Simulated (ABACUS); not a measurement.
MoS2: equation of state with PBE

The system is MoS2.

```xyz
3
Lattice="1.5855 0.9154 6.1150 -1.5855 0.9154 6.1150 0.0000 -1.8308 6.1150" Properties=species:S:1:pos:R:3 pbc="T T T"
Mo    0.0000    0.0000    0.0000
S     0.0000    0.0000    4.5862
S     0.0000    0.0000   13.7587
```

Measurements of this composition are mostly on another form, of space group No. 194.

```yaml
Program: ABACUS 3.10.1
Task: equation of state
Functional: PBE
Potentials_or_basis: PseudoDojo NC SR 0.4.1 PBE standard
Cutoff: 1102 eV
Density_cutoff: 4408 eV
Basis: plane waves
k_mesh: 10 × 10 × 10
Occupations: fermi-dirac, width 0.05 eV
Spin: no spin polarisation
```

* Equilibrium volume: 18.73 Å³/atom
* Bulk modulus at fixed shape and positions: 132 GPa
* Pressure derivative of the bulk modulus: 4.4

Energy against volume, from the lowest point:
```tsv
volume (Å³/atom)	energy (meV/atom)
16.685	113.25
17.040	74.49
17.395	44.78
17.750	23.24
18.105	9.07
18.460	1.53
18.815	0.00
```

All runs of the series together: 15 min on 4 threads of Intel(R) Xeon(R) Platinum 8488C (Sapphire Rapids), on a shared host.

Caveat: the cell was scaled at fixed shape and fractional positions, which overstates the stiffness of a crystal with free parameters, most of all of layers and chains.
